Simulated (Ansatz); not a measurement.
CaO built on the CsCl prototype (r2SCAN geometry), in Ansatz:

```
Ca O
1.0
     2.90321    0.00000    0.00000
     0.00000    2.90321    0.00000
     0.00000    0.00000    2.90321
Ca O
1 1
Direct
  0.00000 0.00000 0.00000
  0.50000 0.50000 0.50000
```

G0W0@PBE with 92 empty bands, a screening cutoff of 140 eV and a 4×4×4 mesh (PAW, contour deformation) gives 4.933 eV over the mesh points, from a PBE gap of 2.751 eV; it sums over 100 bands with 81 plane waves in the screening and a wave cutoff of 420 eV. No extrapolation in bands, cutoff or mesh was made for G0W0. Note: simulated data, non-magnetic, for a generated structure that need not be the stable one.

Q: Estimate the gap with frequency model Godby-Needs pole.

A: 4.937 eV (+0.004 eV), from a Kohn-Sham gap of 2.751 eV.

Q: Estimate the gap with starting point LDA.

A: 4.962 eV (+0.029 eV), from a Kohn-Sham gap of 2.591 eV.

Q: Estimate the gap with empty bands 169, screening cutoff 210 eV.

A: 5.045 eV (+0.112 eV), from a Kohn-Sham gap of 2.751 eV.
